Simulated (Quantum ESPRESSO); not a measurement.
# PtS2 (P-3m1) in Quantum ESPRESSO: notebook, part 2 of 2

Quantum ESPRESSO 7.5. The steps go on from the part before.

### Step 4. Single point, r2SCAN, 17.17 Å³/atom

Input file pw.in:

```
&CONTROL
  calculation = 'scf'
  prefix = 'pwscf'
  outdir = './tmp'
  pseudo_dir = './pseudo'
  tprnfor = .true.
  tstress = .true.
  disk_io = 'nowf'
/
&SYSTEM
  ibrav = 0
  nat = 3
  ntyp = 2
  ecutwfc = 70
  nbnd = 22
  input_dft = 'r2scan'
  occupations = 'smearing'
  smearing = 'fd'
  degauss = 0.00367493
  nosym = .true.
  nr1 = 48
  nr2 = 48
  nr3 = 60
/
&ELECTRONS
  conv_thr = 1d-08
  electron_maxstep = 120
  mixing_beta = 0.5
/
ATOMIC_SPECIES
Pt   195.0840 Pt_ONCV_PBE-1.2.upf
S     32.0600 S_ONCV_PBE-1.2.upf
CELL_PARAMETERS angstrom
   3.4708695004    0.0000000000    0.0000000000
  -1.7354347502    3.0058611606    0.0000000000
   0.0000000000    0.0000000000    4.9359384846
ATOMIC_POSITIONS crystal
Pt     0.0000000000    0.0000000000    0.0000000000
S      0.6666666667    0.3333333333    0.7730000000
S      0.3333333333    0.6666666667    0.2270000000
K_POINTS automatic
6 6 4 0 0 0
```

Potentials or basis: SG15 PBE 1.2.

Run with:

```sh
> OMP_NUM_THREADS=1 mpirun -n 2 pw.x -nk 2 -in pw.in > pw.out
```

pw.out:

```text
This program is part of the open-source Quantum ESPRESSO suite
     for quantum simulation of materials; please cite
         "P. Giannozzi et al., J. Phys.:Condens. Matter 21 395502 (2009);
         "P. Giannozzi et al., J. Phys.:Condens. Matter 29 465901 (2017);
         "P. Giannozzi et al., J. Chem. Phys. 152 154105 (2020);
     in publications or presentations arising from this work. More details at

     IMPORTANT: XC functional enforced from input :
     Exchange-correlation= R2SCAN
                           (   0   0   0   0   0 497 498)
     Any further DFT definition will be discarded
     Please, verify this is what you really want

     K-points division:     npool     =       2
     Subspace diagonalization in iterative solution of the eigenvalue problem:
     a serial algorithm will be used

     G-vector sticks info
     --------------------
     sticks:   dense  smooth     PW     G-vecs:    dense   smooth      PW
     Sum         835     835    253                27523    27523    4791

     Using Slab Decomposition

     bravais-lattice index     =            0
     lattice parameter (alat)  =       6.5590  a.u.
     unit-cell volume          =     347.5150 (a.u.)^3
     number of atoms/cell      =            3
     number of atomic types    =            2
     number of electrons       =        30.00
     number of Kohn-Sham states=           22
     kinetic-energy cutoff     =      70.0000  Ry
     charge density cutoff     =     280.0000  Ry
     scf convergence threshold =      1.0E-08
[... 646 lines left out ...]
   -90.8387 -43.9698 -43.9524 -43.7494  -2.8538  -2.3071   4.0211   4.8926
     5.7469   6.4097   7.0261   8.2111   8.6798   9.1983  10.7889  13.5579
    14.2296  18.1545  20.0955  20.7792  22.0042  22.7979

          k =-0.5000 0.0962 0.1758 (  3435 PWs)   bands (ev):

   -90.8387 -43.9698 -43.9524 -43.7494  -2.7305  -2.4204   3.9508   4.8498
     5.7662   6.4239   7.0285   8.2044   8.5503   9.6519  10.2518  13.9081
    14.5760  18.3154  19.8704  21.2866  21.5016  22.8022

          k =-0.5000 0.0962-0.3516 (  3428 PWs)   bands (ev):

   -90.8387 -43.9698 -43.9524 -43.7495  -2.7560  -2.3508   3.7924   4.6871
     5.7132   6.6948   6.9688   8.2075   8.6877   9.6234  10.3264  14.1158
    14.5828  18.6559  19.1447  21.1988  21.8116  23.3320

          k =-0.5000 0.0962-0.1758 (  3435 PWs)   bands (ev):

   -90.8387 -43.9698 -43.9524 -43.7494  -2.8627  -2.2541   3.8613   4.7337
     5.6452   6.7286   6.9726   8.2153   8.8199   9.1942  10.8771  13.4795
    14.4292  18.4311  19.6414  20.5351  22.4946  22.9152

          k =-0.5000-0.8660 0.0000 (  3448 PWs)   bands (ev):
[... 13 lines left out ...]
   -90.8387 -43.9742 -43.9480 -43.7495  -2.8806  -2.1698   3.2005   4.9233
     5.9839   6.4349   8.1477   8.2462   8.4504   8.9408  10.4087  14.3735
    14.8146  17.7975  17.8923  20.2538  23.0203  23.0305

     the Fermi energy is    12.5499 ev

!    total energy              =    -283.59664555 Ry
     estimated scf accuracy    <          5.3E-09 Ry
     smearing contrib. (-TS)   =      -0.00000005 Ry
     internal energy E=F+TS    =    -283.59664551 Ry

     The total energy is F=E-TS. E is the sum of the following terms:
     one-electron contribution =    -158.16165587 Ry
     hartree contribution      =      89.44042925 Ry
     xc contribution           =     -32.53644382 Ry
     ewald contribution        =    -182.33897507 Ry

     convergence has been achieved in  11 iterations

     Forces acting on atoms (cartesian axes, Ry/au):

     atom    1 type  1   force =     0.00000006   -0.00000013    0.00001456
     atom    2 type  2   force =     0.00000001    0.00000010   -0.08978764
     atom    3 type  2   force =    -0.00000007    0.00000004    0.08977308

     Total force =     0.126969     Total SCF correction =     0.000028

     Computing stress (Cartesian axis) and pressure

          total   stress  (Ry/bohr**3)                   (kbar)     P=      220.37
   0.00161549  -0.00000000  -0.00000000          237.65       -0.00       -0.00
  -0.00000000   0.00161549  -0.00000000           -0.00      237.65       -0.00
  -0.00000000  -0.00000000   0.00126316           -0.00       -0.00      185.82

=------------------------------------------------------------------------------=
   JOB DONE.
=------------------------------------------------------------------------------=
```

Wall time 4.8 min (2 MPI ranks of Arm Neoverse V1, shared host); peak memory 0.3 GiB.

What came out:

```yaml
Free_energy: -3858.5289 eV
Pressure: 22.0 GPa
Largest_force: 2.309 eV/Å
Band_gap_on_the_k_mesh: 1.22 eV, indirect (least direct gap 1.81 eV)
```

Caveat: the potentials were made for another functional, which shifts forces and pressure; spin-orbit coupling is left out, which moves the levels of the heavy elements.

### Step 5. Single point, r2SCAN, 17.53 Å³/atom

Edit pw.in of step 4 so:

```diff
@@ -33,5 +33,5 @@
 CELL_PARAMETERS angstrom
-   3.4708695004    0.0000000000    0.0000000000
-  -1.7354347502    3.0058611606    0.0000000000
-   0.0000000000    0.0000000000    4.9359384846
+   3.4953130487    0.0000000000    0.0000000000
+  -1.7476565244    3.0270298944    0.0000000000
+   0.0000000000    0.0000000000    4.9706997601
 ATOMIC_POSITIONS crystal
```

Run with:

```sh
> OMP_NUM_THREADS=1 mpirun -n 2 pw.x -nk 2 -in pw.in > pw.out
```

Wall time 4.8 min (2 MPI ranks of Arm Neoverse V1, shared host); peak memory 0.3 GiB.

It converged, with:

```
Free energy            : -3858.6642 eV
Pressure               : 17.3 GPa
Largest force          : 1.922 eV/Å
Band gap on the k mesh : 1.20 eV, indirect (least direct gap 1.77 eV)
```

Caveat: the potentials were made for another functional, which shifts forces and pressure; spin-orbit coupling is left out, which moves the levels of the heavy elements.

### Step 6. Single point, r2SCAN, 17.90 Å³/atom

Edit pw.in of step 5 so:

```diff
@@ -33,5 +33,5 @@
 CELL_PARAMETERS angstrom
-   3.4953130487    0.0000000000    0.0000000000
-  -1.7476565244    3.0270298944    0.0000000000
-   0.0000000000    0.0000000000    4.9706997601
+   3.5194194177    0.0000000000    0.0000000000
+  -1.7597097089    3.0479066223    0.0000000000
+   0.0000000000    0.0000000000    5.0049815314
 ATOMIC_POSITIONS crystal
```

Potentials or basis: SG15 PBE 1.2.

Run with:

```sh
> OMP_NUM_THREADS=1 mpirun -n 2 pw.x -nk 2 -in pw.in > pw.out
```

It took 4.8 min on 2 MPI ranks of Arm Neoverse V1, shared host; peak memory 0.3 GiB.

The run converged. Its results:

```yaml
Free_energy: -3858.7690 eV
Pressure: 13.1 GPa
Largest_force: 1.565 eV/Å
Band_gap_on_the_k_mesh: 1.18 eV, indirect (least direct gap 1.73 eV)
```

Caveat: the potentials were made for another functional, which shifts forces and pressure; spin-orbit coupling is left out, which moves the levels of the heavy elements.

### Step 7. Single point, r2SCAN, 18.26 Å³/atom

Edit pw.in of step 6 so:

```diff
@@ -33,5 +33,5 @@
 CELL_PARAMETERS angstrom
-   3.5194194177    0.0000000000    0.0000000000
-  -1.7597097089    3.0479066223    0.0000000000
-   0.0000000000    0.0000000000    5.0049815314
+   3.5432000000    0.0000000000    0.0000000000
+  -1.7716000000    3.0685012107    0.0000000000
+   0.0000000000    0.0000000000    5.0388000000
 ATOMIC_POSITIONS crystal
```

Run with:

```sh
> OMP_NUM_THREADS=1 mpirun -n 2 pw.x -nk 2 -in pw.in > pw.out
```

It took 4.8 min on 2 MPI ranks of Arm Neoverse V1, shared host; peak memory 0.3 GiB.

Results (log left out):

- Free energy: -3858.8464 eV
- Pressure: 9.3 GPa
- Largest force: 1.236 eV/Å
- Band gap on the k mesh: 1.15 eV, indirect (least direct gap 1.69 eV)

Caveat: the potentials were made for another functional, which shifts forces and pressure; spin-orbit coupling is left out, which moves the levels of the heavy elements.

### Step 8. Single point, r2SCAN, 18.63 Å³/atom

Edit pw.in of step 7 so:

```diff
@@ -33,5 +33,5 @@
 CELL_PARAMETERS angstrom
-   3.5432000000    0.0000000000    0.0000000000
-  -1.7716000000    3.0685012107    0.0000000000
-   0.0000000000    0.0000000000    5.0388000000
+   3.5666655845    0.0000000000    0.0000000000
+  -1.7833327923    3.0888230030    0.0000000000
+   0.0000000000    0.0000000000    5.0721705089
 ATOMIC_POSITIONS crystal
```

Run with:

```sh
> OMP_NUM_THREADS=1 mpirun -n 2 pw.x -nk 2 -in pw.in > pw.out
```

It took 4.9 min on 2 MPI ranks of Arm Neoverse V1, shared host; peak memory 0.3 GiB.

It converged, with:

```
Free energy            : -3858.8993 eV
Pressure               : 6.0 GPa
Largest force          : 0.933 eV/Å
Band gap on the k mesh : 1.13 eV, indirect (least direct gap 1.65 eV)
```

Caveat: the potentials were made for another functional, which shifts forces and pressure; spin-orbit coupling is left out, which moves the levels of the heavy elements.

### Step 9. Single point, r2SCAN, 18.99 Å³/atom

Edit pw.in of step 8 so:

```diff
@@ -33,5 +33,5 @@
 CELL_PARAMETERS angstrom
-   3.5666655845    0.0000000000    0.0000000000
-  -1.7833327923    3.0888230030    0.0000000000
-   0.0000000000    0.0000000000    5.0721705089
+   3.5898263996    0.0000000000    0.0000000000
+  -1.7949131998    3.1088808573    0.0000000000
+   0.0000000000    0.0000000000    5.1051076040
 ATOMIC_POSITIONS crystal
```

Potentials or basis: SG15 PBE 1.2.

Run with:

```sh
> OMP_NUM_THREADS=1 mpirun -n 2 pw.x -nk 2 -in pw.in > pw.out
```

Run time: 5 min. Hardware: 2 MPI ranks of Arm Neoverse V1, shared host; peak memory 0.3 GiB.

It converged, with:

* Free energy: -3858.9302 eV
* Pressure: 2.9 GPa
* Largest force: 0.653 eV/Å
* Band gap on the k mesh: 1.11 eV, indirect (least direct gap 1.62 eV)

Caveat: the potentials were made for another functional, which shifts forces and pressure; spin-orbit coupling is left out, which moves the levels of the heavy elements.

### Step 10. Single point, r2SCAN, 19.36 Å³/atom

Edit pw.in of step 9 so:

```diff
@@ -33,5 +33,5 @@
 CELL_PARAMETERS angstrom
-   3.5898263996    0.0000000000    0.0000000000
-  -1.7949131998    3.1088808573    0.0000000000
-   0.0000000000    0.0000000000    5.1051076040
+   3.6126921524    0.0000000000    0.0000000000
+  -1.8063460762    3.1286831800    0.0000000000
+   0.0000000000    0.0000000000    5.1376250896
 ATOMIC_POSITIONS crystal
```

Run with:

```sh
> OMP_NUM_THREADS=1 mpirun -n 2 pw.x -nk 2 -in pw.in > pw.out
```

Wall time 5 min (2 MPI ranks of Arm Neoverse V1, shared host); peak memory 0.3 GiB.

It converged, with:

```
Free energy            : -3858.9414 eV
Pressure               : 0.2 GPa
Largest force          : 0.395 eV/Å
Band gap on the k mesh : 1.09 eV, indirect (least direct gap 1.58 eV)
```

Caveat: the potentials were made for another functional, which shifts forces and pressure; spin-orbit coupling is left out, which moves the levels of the heavy elements.

### Step 11. Equation of state, r2SCAN

Potentials or basis: SG15 PBE 1.2.

This step only gathers the single runs of the series.

Results:

```
Equilibrium volume                        : 19.40 Å³/atom (rough: see the caveat)
Bulk modulus at fixed shape and positions : 136 GPa (rough)
```

Energy against volume, from the lowest point:
| volume (Å³/atom) | energy (meV/atom) |
| --- | --- |
| 17.165 | 137.49 |
| 17.531 | 92.41 |
| 17.896 | 57.48 |
| 18.261 | 31.67 |
| 18.626 | 14.04 |
| 18.992 | 3.73 |
| 19.357 | 0.00 |

Caveat: the potentials were made for another functional, which shifts forces and pressure; the minimum lies outside the volumes run; the cell was scaled at fixed shape and fractional positions, which overstates the stiffness of a crystal with free parameters, most of all of layers and chains. The run has no spin-orbit coupling, so splittings on Pt are missing.

### Step 12. Overview

| task | level | potentials or basis | k mesh | cutoff (eV) | form of the LDA correlation | SCF threshold | symmetry | gap on the mesh (eV) | pressure (GPa) | largest force (eV/Å) |
| --- | --- | --- | --- | --- | --- | --- | --- | --- | --- | --- |
| band structure | LDA | GBRV 1.5 LDA | 9 × 9 × 5 | 612 | PZ81 | 6e-10 Ry | - | 0.90 | 3.4 | 0.81 |
| band structure | r2SCAN | SG15 PBE 1.2 | 7 × 7 × 4 | 952 | - | 1e-08 Ry | off | 1.03 | 9.3 | 1.23 |
| equation of state | r2SCAN | SG15 PBE 1.2 | 6 × 6 × 4 | 952 | - | 1e-08 Ry | off | - | - | - |

Alike in all rows: no spin polarisation; cell as given; smearing fermi-dirac 0.05 eV.

Caveats: spin-orbit coupling is left out, which moves the levels of the heavy elements (some runs); the potentials were made for another functional, which shifts forces and pressure (some runs); the minimum lies outside the volumes run (some runs); the cell was scaled at fixed shape and fractional positions, which overstates the stiffness of a crystal with free parameters, most of all of layers and chains (some runs).

Total energies depend on the potentials used, so only differences within one code and one set of settings carry meaning.
